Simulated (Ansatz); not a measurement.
Input deck for Ansatz 0.2.0, then the block of the output on the nuclei.

The cell is a COD entry, taken as it stands.

```yaml
crystal:
  lattice:
    - [10.47, 0.0, 0.0]
    - [0.0, 3.641, 0.0]
    - [0.0, 0.0, 4.297]
  atoms:
    - { symbol: Ge, position: [0.622, 0.25, 0.373] }
    - { symbol: Ge, position: [0.878, 0.75, 0.873] }
    - { symbol: Ge, position: [0.122, 0.25, 0.127] }
    - { symbol: Ge, position: [0.378, 0.75, 0.627] }
    - { symbol: S, position: [0.8491, 0.25, 0.5011] }
    - { symbol: S, position: [0.6509, 0.75, 0.0011] }
    - { symbol: S, position: [0.3491, 0.25, 0.9989] }
    - { symbol: S, position: [0.1509, 0.75, 0.4989] }
kpoints:
  mp_grid: { grid: [5, 12, 10] }
scf:
  occupations: { method: fermi_dirac, width: 0.02 }
hamiltonian:
  xc: pbe
  pseudopotentials: { kind: paw }
output:
  forces: true
  stress: true
  populations: true
  efg:
    quadrupole_moments_barn: { Ge: -0.196, S: -0.0694 }
    contact_densities: true
  write_density: true
  write_potential: true
  elf: true
  volumetric_format: npy
```

```sh
ansatz run input.yaml --threads 1 --pin off --max-ram 3072MiB --backend cpu --events-out ev --progress --plain --runs-dir out
```

Of the output, the block on the nuclei alone is shown; the set-up, the SCF iterations, energies, forces and stress are cut. One atom of each set with nearly equal values is shown.

```
--- PAW observables at the nuclei: V_zz in 10²¹ V/m², potentials from the cell's mean, atoms counted from 1 ---
  atom   1  Ge V_zz =    -7.743509   η = 0.2903   by run symmetry: allowed   C_q = +36.6985 MHz
            electrostatic potential = -4320.633536 V   contact ρ = 210298.839539 e/Å³
  atom   5  S  V_zz =    -5.422196   η = 0.0287   by run symmetry: allowed   C_q = +9.0989 MHz
            electrostatic potential = -1633.689268 V   contact ρ = 19770.563426 e/Å³
```

The run took 73 s of wall time (73 s of CPU time) and 0.92 GiB at its peak, on 1 thread of Intel Xeon Platinum 8259CL CPU @ 2.50GHz (Skylake/Cascade Lake) (x86_64; 16 cores open to the job, memory cap 3.0 GiB, no GPU), a shared host with a load of 0.5 a core.
